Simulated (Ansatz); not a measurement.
# SnSe (zincblende type): the cost of one run

Method: DFT PBE, with the methods named in each step, in Ansatz 0.2.0.

1 further run of the same task is left out (it didn't finish).

**1. The starting structure**

It takes space group F-43m (No. 216, cubic). The conventional cell has a = 6.778 Å, b = 6.778 Å, c = 6.778 Å, α = 90.00°, β = 90.00°, γ = 90.00°. Around Sn (site symmetry -43m) lie 4 Se at 2.93 Å. Se (site symmetry -43m) is surrounded by 4 Sn at 2.93 Å.

Structure file:

```cif
data_structure
_symmetry_space_group_name_H-M 'P 1'
_symmetry_Int_Tables_number 1
_cell_length_a 4.7927
_cell_length_b 4.7927
_cell_length_c 4.7927
_cell_angle_alpha 60.000
_cell_angle_beta 60.000
_cell_angle_gamma 60.000
_cell_volume 77.85
loop_
_atom_site_label
_atom_site_type_symbol
_atom_site_fract_x
_atom_site_fract_y
_atom_site_fract_z
_atom_site_occupancy
Sn1 Sn 0.00000 0.00000 0.00000 1
Se1 Se 0.25000 0.25000 0.25000 1
```

Whether this phase is the stable one at these pressures isn't tested.

Atoms are numbered in the order of the input: Sn1, Se2.

**2. The reference volume, LAPW**

The input, input.yaml:

```yaml
crystal:
  lattice:
    - [0.0, 3.3889699714, 3.3889699714]
    - [3.3889699714, 0.0, 3.3889699714]
    - [3.3889699714, 3.3889699714, 0.0]
  atoms:
    - { symbol: Sn, position: [0.0, 0.0, 0.0] }
    - { symbol: Se, position: [0.25, 0.25, 0.25] }
kpoints:
  mp_grid: { grid: [11, 11, 11] }
  band_path:
    path:
      - [0.0, 0.0, 0.0]
      - [-0.5, -0.5, 0.0]
      - [-0.375, -0.375, 0.25]
      - [-0.375, 0.0, 0.375]
      - [0.0, 0.0, 0.0]
      - [0.0, 0.0, 0.5]
      - [-0.5, -0.25, 0.25]
      - [-0.5, -0.5, 0.0]
    npoints: 14
scf:
  occupations: { method: fermi_dirac, width: 0.05 }
hamiltonian:
  xc: pbe
  pseudopotentials: { kind: all_electron, lapw: { basis_error: 0.001 } }
output:
  forces: true
  stress: true
  eigenvalues: true
  populations: true
  dos: { projected: true, de: 0.2, e_range: [-14, 8] }
```

The run is started by

```sh
$ ansatz run input.yaml --threads 1 --pin off --max-ram 2048MiB --backend cpu --events-out ev --progress --plain --runs-dir out
```

Q: Estimate wall time and peak memory on 1 thread of Arm Neoverse V2, shared host.

About 33 s, with a peak of 0.35 GiB.
